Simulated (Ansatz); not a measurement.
Bi2Te3 (Tellurobismuthite):

```
CELL_PARAMETERS angstrom
2.19300 1.26613 10.16567
-2.19300 1.26613 10.16567
0.00000 -2.53226 10.16567
ATOMIC_POSITIONS crystal
Bi 0.60000 0.60000 0.60000
Bi 0.40000 0.40000 0.40000
Te 0.79050 0.79050 0.79050
Te 0.20950 0.20950 0.20950
Te 0.00000 0.00000 0.00000
```

Base run:

- Program: Ansatz 0.2.0
- Functional: LDA
- Potentials or basis: Ansatz PAW
- Cutoff: 420 eV (not typed: the program's choice for these potentials)
- k mesh: 7 × 7 × 7
- Occupations: fermi-dirac, width 0.05 eV
- Spin: no spin polarisation

Its results: band gap on the k mesh 0.21 eV, direct; pressure -1.8 GPa; largest force 0.187 eV/Å.

The run is repeated on the same cell with these changes: functional from LDA to RPBE. What comes out?

Band gap on the k mesh 0.34 eV, direct; pressure 3.3 GPa; largest force 0.036 eV/Å.

RPBE binds less tightly than LDA, so the same cell stands under more pressure.

Caveats: spin-orbit coupling is left out, which as a rule narrows the gap of such compounds by several tenths of an eV; the PAW data sets come from PBE, with cores solved anew for the run's functional, which leaves a small shift of forces and pressure.
